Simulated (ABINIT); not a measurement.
# ZnS (Wurtzite-2H) in ABINIT: the effect of functional

Crystal: ZnS (Wurtzite-2H).

```
CELL_PARAMETERS angstrom
3.81100 0.00000 0.00000
-1.90550 3.30042 0.00000
0.00000 0.00000 6.23400
ATOMIC_POSITIONS crystal
Zn 0.66667 0.33333 0.50000
Zn 0.33333 0.66667 0.00000
S 0.66667 0.33333 0.88500
S 0.33333 0.66667 0.38500
```

Alike in all runs:

```yaml
Program: ABINIT 10.8.3 (patched build)
Task: single point
Potentials_or_basis: JTH PAW PBE v2.0
Cutoff: 707 eV
k_mesh: 8 × 8 × 5
Occupations: fermi-dirac, width 0.05 eV
Spin: no spin polarisation
```

```tsv
functional	gap on the mesh (eV)	pressure (GPa)
LDA	?	?
PBEsol	2.10	-1.3
RPBE	2.40	4.8
BLYP	2.22	6.3
AM05	2.22	-0.9
r2SCAN	2.80	0.2
SCAN	2.73	-0.4
revPBE	2.36	4.1
PW91	2.21	2.1
WC	2.07	-1.3
```

What does the run with functional LDA give?

gap on the mesh 1.98 eV; pressure -3.9 GPa.

Caveats: the PAW data sets were made with another functional, which shifts forces and pressure a little.

Runs at the PBE level aren't shown here.
